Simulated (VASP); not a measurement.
# Si2W: relaxation of cell and atoms with PBE+D3(BJ)

Crystal: Si2W.

```
Si W
1.0
    -1.60690    1.60690    3.91495
     1.60690   -1.60690    3.91495
     1.60690    1.60690   -3.91495
Si W
2 1
Direct
  0.33470 0.33470 0.00000
  0.66530 0.66530 0.00000
  0.00000 0.00000 0.00000
```

- Program: VASP 6.6.1
- Task: relaxation of cell and atoms
- Functional: PBE
- Dispersion: D3(BJ)
- Potentials or basis: VASP PAW PBE potentials, release 64 (Si, W_sv)
- Cutoff: 520 eV
- k mesh: 18 × 18 × 18
- Occupations: gaussian, width 0.1 eV
- Spin: no spin polarisation
- Further INCAR settings: ALGO = Normal; EDIFF = 1e-07; IBRION = 2; EDIFFG = -0.002; NSW = 80; ISIF = 3

* Relaxed volume: 13.26 Å³/atom
* Relaxed cell: a = 4.506 Å, b = 4.506 Å, c = 4.506 Å, α = 138.48°, β = 138.48°, γ = 60.16°
* Space group after relaxing (to 0.05 Å): I4/mmm (No. 139)
* Energy gained by relaxing: 2.7 meV/atom
* Ionic steps: 13
* Pressure after relaxing: 0.0 GPa
* Band gap on the k mesh: none (metal or under the smearing width)
* Dispersion energy per atom: -0.582 eV

The path:
| step | energy change (eV) | largest force (eV/Å) | pressure (GPa) | volume (Å³) |
| --- | --- | --- | --- | --- |
| 1 | 0.0000 | 0.0539 | -3.66 | 40.44 |
| 2 | 0.0167 | 0.1235 | 7.25 | 38.66 |
| 3 | -0.0077 | 0.0793 | 0.03 | 39.79 |
| 4 | -0.0077 | 0.0798 | 0.11 | 39.77 |
| 5 | -0.0080 | 0.0055 | 0.07 | 39.76 |
| 6 | -0.0080 | 0.0155 | 0.07 | 39.76 |
| 7 | -0.0080 | 0.0041 | -0.10 | 39.79 |
| 8 | -0.0080 | 0.0027 | -0.04 | 39.78 |
| 9 | -0.0080 | 0.0022 | -0.04 | 39.78 |
| 10 | -0.0080 | 0.0010 | -0.07 | 39.79 |
| 11 | -0.0080 | 0.0017 | -0.05 | 39.78 |
| 12 | -0.0080 | 0.0016 | 0.04 | 39.77 |
| 13 | -0.0080 | 0.0002 | 0.00 | 39.77 |

Final structure:
```xyz
3
Lattice="-1.5970 1.5970 3.8989 1.5970 -1.5970 3.8989 1.5970 1.5970 -3.8989" Properties=species:S:1:pos:R:3 pbc="T T T"
Si    0.0000    0.0000    2.6053
Si    0.0000    0.0000    5.1924
W     0.0000    0.0000    0.0000
```

Levels at points of the mesh, in eV from the Fermi level:
| k point | band 8 | band 9 | band 10 | band 11 | band 12 | band 13 | band 14 | band 15 |
| --- | --- | --- | --- | --- | --- | --- | --- | --- |
| (0.00, 0.00, 0.00) | -3.40 | -2.90 | -2.90 | 0.65 | 2.83 | 2.85 | 3.15 | 3.15 |
| (0.50, 0.00, 0.00) | -4.91 | -2.84 | -2.82 | -0.46 | 2.79 | 2.80 | 3.98 | 4.54 |
| (0.50, 0.50, 0.00) | -5.51 | -5.10 | -3.33 | -1.75 | 2.81 | 3.06 | 3.22 | 3.93 |
| (0.50, 0.50, 0.50) | -2.65 | -0.85 | -0.85 | -0.51 | -0.51 | 0.83 | 4.52 | 5.09 |

Run time: 8 min on 4 MPI ranks on Intel(R) Xeon(R) Platinum 8488C (Sapphire Rapids), on a shared host, peak memory 0.46 GiB a rank.

Caveat: pairwise dispersion overbinds metals, which lowers pressure and volume. The run has no spin-orbit coupling, so splittings on W are missing.
